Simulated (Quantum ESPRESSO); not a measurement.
# Ag under changes of volume

One of the cells (17.806 Å³/atom); the others are scaled copies at fixed shape and fractional positions:

```
Ag
1.0
     2.93000    0.00000    0.00000
    -1.46500    2.53745    0.00000
     0.00000    0.00000    4.79000
Ag
2
Direct
  0.66667 0.33333 0.75000
  0.33333 0.66667 0.25000
```

This isn't the form of Ag at room conditions, which is fcc.

* Program: Quantum ESPRESSO 7.5
* Functional: LDA
* Potentials or basis: GBRV 1.5 LDA
* Cutoff: 762 eV
* Density cutoff: 6095 eV
* k mesh: 10 × 10 × 6
* Occupations: fermi-dirac, width 0.05 eV
* Spin: no spin polarisation

```csv
volume (Å³/atom),energy over the lowest point (meV/atom),pressure (GPa)
16.738,0.00,-5.2
17.094,12.69,-7.3
17.450,29.88,-9.2
17.806,50.93,-10.8
18.162,75.34,-12.2
18.518,102.61,-13.4
18.875,?,?
```

**Question.** What does the run at 18.875 Å³/atom give?

**Answer.** Energy over the lowest point 132.30 meV/atom; pressure -14.4 GPa.

Worked out: A Birch-Murnaghan fit of order 3 (a polynomial in V^(-2/3)) to the other rows has no minimum within the range. It gives 132.43 meV/atom at 18.875 Å³/atom, against the run's 132.30, and -dE/dV = -13.9 GPa, against -14.4.

Energies are extrapolated to zero smearing.
